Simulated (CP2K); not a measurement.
**K under changes of volume**

One of the cells (80.087 Å³/atom); the others are scaled copies at fixed shape and fractional positions:

```
K
1.0
     4.31044    0.00000    0.00000
     0.00000    4.31044    0.00000
     0.00000    0.00000    4.31044
K
1
Direct
  0.00000 0.00000 0.00000
```

This isn't the form of K at room conditions, which is bcc.

* Program: CP2K 2026.2
* Functional: PBE
* Potentials or basis: POTENTIAL_UZH K GTH-PBE-q9; TZVP-MOLOPT-PBE-GTH basis
* Density cutoff: 6123 eV
* k mesh: 6 × 6 × 6
* Occupations: fermi-dirac, width 0.05 eV
* Spin: no spin polarisation

```csv
volume (Å³/atom),energy over the lowest point (meV/atom),pressure (GPa)
75.282,1.58,0.1
76.884,0.47,0.1
78.486,0.00,0.0
80.087,0.11,0.0
81.689,?,?
83.291,1.86,-0.1
84.893,3.41,-0.2
```

Question: What does the run at 81.689 Å³/atom give?

Answer: Energy over the lowest point 0.75 meV/atom; pressure -0.1 GPa.

Worked out: A Birch-Murnaghan fit of order 3 (a polynomial in V^(-2/3)) to the other rows has its minimum at 78.97 Å³/atom with B0 = V·E''(V) = 2.8 GPa and B' = 3.8. It gives 0.75 meV/atom at 81.689 Å³/atom, against the run's 0.75, and -dE/dV = -0.1 GPa, against -0.1.

Energies are extrapolated to zero smearing.

Caveats: the basis of atomic orbitals isn't converged, which shifts pressures, moduli and gaps.
